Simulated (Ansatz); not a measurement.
Base system: BaSnO₃ in the cubic perovskite structure (space group Pm-3m, No. 221; a = 4.131 Å). Axes: x, y, z lie along the cube axes.

Modification: tensile biaxial strain of 0.93 % in the plane normal to [001], as in epitaxy on a mismatched substrate; the out-of-plane cell vector and the atoms relax.

Method: r2SCAN (Ansatz, an electronic-structure program, PAW, spin-orbit coupling left out).

Problem. Give the band edges at the high-symmetry points of the new zone, measured from its valence-band maximum.

Solution. 
| point | valence edge (eV) | conduction edge (eV) |
|---|---|---|
| Γ | -0.48 | 1.39 |
| X | -0.96 | 5.39 |
| M | -0.07 | 7.30 |
| Z | -1.07 | 5.52 |
| R | -0.05 | 7.33 |
| A | 0.00 | 5.88 |

The gap is 1.39 eV, indirect, A → Γ.

Stability against distortions was not tested. Labels are those of the standard path for the cell's own space group.
